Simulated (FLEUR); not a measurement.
CaF2 (Fluorite) in FLEUR: convergence with Kmax

Input of the first run (Kmax 2.6); the others differ in this setting and in those tied to it:

The input inp.xml:

```xml
<?xml version="1.0" encoding="UTF-8" standalone="no"?>
<fleurInput fleurInputVersion="0.39">
   <comment>
      CaF2                                                                                                
   </comment>
   <calculationSetup>
      <cutoffs Kmax="2.6" Gmax="16.5" GmaxXC="16.5" numbands="0"/>
      <scfLoop itmax="60" minDistance="0.00001" maxIterBroyd="15" imix="Anderson" alpha="0.05" precondParam="0.0" spinf="2.0" sdNocoIR="T"/>
      <coreElectrons ctail="T" frcor="F" kcrel="0" coretail_lmax="0"/>
      <xcFunctional name="pbe" relativisticCorrections="F"/>
      <magnetism jspins="1"/>
      <soc l_soc="F" theta="0.0" phi="0.0" spav="F"/>
      <expertModes spex="0" secvar="F"/>
      <geometryOptimization l_f="T" forcealpha="1.0" forcemix="BFGS" epsdisp="0.0005" epsforce="0.0002"/>
      <ldaU l_linMix="F" mixParam="0.05" spinf="1.0"/>
   </calculationSetup>
   <cell>
      <bzIntegration valenceElectrons="24.0" mode="hist" fermiSmearingEnergy="0.00183747">
         <kPointListSelection listName="default-1"/>
         <!-- k-points included here -->
         <xi:include xmlns:xi="http://www.w3.org/2001/XInclude" href="kpts.xml"> </xi:include>
      </bzIntegration>
      <!-- symmetry operations included here -->
      <xi:include xmlns:xi="http://www.w3.org/2001/XInclude" href="sym.xml"> </xi:include>
      <bulkLattice scale="1.0">
         <bravaisMatrix>
            <row-1>    0.0000000000000000     5.1608420462825997     5.1608420462825997</row-1>
            <row-2>    5.1608420462825997     0.0000000000000000     5.1608420462825997</row-2>
            <row-3>    5.1608420462825997     5.1608420462825997     0.0000000000000000</row-3>
         </bravaisMatrix>
      </bulkLattice>
   </cell>
   <atomSpecies>
      <species name="Calcium (Ca)" element="Ca" atomicNumber="20">
         <mtSphere radius="2.32" gridPoints="777" logIncrement="0.015"/>
         <atomicCutoffs lmax="9" lnonsphr="9"/>
         <electronConfig flipSpins="F">
            <coreConfig>(1s1/2) (2s1/2) (2p1/2) (2p3/2)</coreConfig>
            <valenceConfig>(3s1/2) (3p1/2) (3p3/2) (4s1/2)</valenceConfig>
         </electronConfig>
         <energyParameters s="4" p="3" d="3" f="4"/>
         <lo type="SCLO" l="0" n="3" eDeriv="0"/>
         <lo type="HELO" l="1" n="4" eDeriv="0"/>
         <lo type="HELO" l="1" n="4" eDeriv="1"/>
         <lo type="SCLO" l="2" n="3" eDeriv="2"/>
         <lo type="SCLO" l="3" n="4" eDeriv="2"/>
      </species>
      <species name="Fluorine (F)" element="F" atomicNumber="9">
         <mtSphere radius="1.78" gridPoints="593" logIncrement="0.018"/>
         <atomicCutoffs lmax="8" lnonsphr="8"/>
         <electronConfig flipSpins="F">
            <coreConfig>(1s1/2)</coreConfig>
            <valenceConfig>(2s1/2) (2p1/2) (2p3/2)</valenceConfig>
            <stateOccupation state="(2p1/2)" spinUp="0.833333" spinDown="0.833333"/>
            <stateOccupation state="(2p3/2)" spinUp="1.666667" spinDown="1.666667"/>
         </electronConfig>
         <energyParameters s="2" p="2" d="3" f="4"/>
         <lo type="SCLO" l="0" n="2" eDeriv="2"/>
         <lo type="SCLO" l="1" n="2" eDeriv="2"/>
         <lo type="SCLO" l="2" n="3" eDeriv="2"/>
      </species>
   </atomSpecies>
   <atomGroups>
      <atomGroup species="Calcium (Ca)">
         <relPos label="                   1">.0000000000 .0000000000 .0000000000</relPos>
         <force calculate="T" relaxXYZ="TTT"/>
      </atomGroup>
      <atomGroup species="Fluorine (F)">
         <relPos label="                   2">-1.000/4.000 -1.000/4.000 -1.000/4.000</relPos>
         <relPos label="                   3">1.000/4.000 1.000/4.000 1.000/4.000</relPos>
         <force calculate="T" relaxXYZ="TTT"/>
      </atomGroup>
   </atomGroups>
   <output dos="F" band="F" slice="F">
      <checks vchk="F" cdinf="F"/>
      <bandDOS minEnergy="-.5*Htr" maxEnergy="0.5*Htr" sigma="0.015" storeEVData="T"/>
      <vacuumDOS vacdos="F" integ="F" star="F" nstars="0" locx1="0.0" locy1="0.0" locx2="0.0" locy2="0.0" nstm="0" tworkf="0.0"/>
      <unfoldingBand unfoldBand="F" supercellX="1" supercellY="1" supercellZ="1"/>
      <plotting iplot="0" polar="F">
         <plot TwoD="T" vec1="  1.0  0.0  0.0" vec2="  0.0  1.0  0.0" vec3="  0.0  0.0  1.0" zero="  0.0  0.0  0.0" file="plot"/>
      </plotting>
      <chargeDensitySlicing numkpt="0" minEigenval="0.0" maxEigenval="0.0" nnne="0" pallst="F"/>
      <specialOutput eonly="F"/>
      <moessbauerParams electricFieldGradient="T" isomerShift="T" coreHyperfine="T" valenceHyperfine="T"/>
      <magneticCircularDichroism mcd="F" energyLo="-10.0" energyUp="0.0"/>
   </output>
  <!-- We include the file relax.xml here to enable relaxations (see documentation) -->
  <xi:include xmlns:xi="http://www.w3.org/2001/XInclude" href="relax.xml"> <xi:fallback/> </xi:include>
</fleurInput>
```

Contents of crystal.txt:

```
CaF2
&input cartesian=F /
0.0000000000  2.7310000000  2.7310000000
2.7310000000  0.0000000000  2.7310000000
2.7310000000  2.7310000000  0.0000000000
1.8897261246
1.0 1.0 1.0

3
20 0.0000000000  0.0000000000  0.0000000000
9 0.7500000000  0.7500000000  0.7500000000
9 0.2500000000  0.2500000000  0.2500000000

&kpt div1=6 div2=6 div3=6 gamma=T /
```

Potentials or basis: all-electron, FLAPW.

Command:

```bash
$ inpgen -f crystal.txt -profile fastHighL
$ # inp.xml edited to the form shown
$ fleur_MPI
```

Hardware: 1 thread of Arm Neoverse V2, with other jobs on the host.

**Question.** The values tried are 2.6, 3, 3.4, 3.8, 4.2, 4.6, 5, 5.5, loosest first. From which on does the gap on the mesh stay within 0.01 eV of the tightest run that finished?

**Answer.** From 3.4 on.

```
Kmax  energy less the tightest run, at zero smearing (meV/atom)  gap on the mesh (eV)  SCF cycles  CPU time (s)  peak memory (GiB)
 2.6                                                    2098.97                 7.109          15            14               0.06
   3                                                     687.90                 7.175          16            17               0.06
 3.4                                                     210.05                 7.299          15            17               0.07
 3.8                                                      63.06                 7.287          15            21               0.07
 4.2                                                      17.81                 7.288          15            26               0.07
 4.6                                                       4.85                 7.290          15            33               0.07
   5                                                       1.19                 7.292          15            44               0.07
 5.5                                                       0.00                 7.293          15            66               0.08
```

Not settled before the last step: the energy (to 1 meV/atom). The tightest run that finished is the yardstick and may itself not be fully converged.
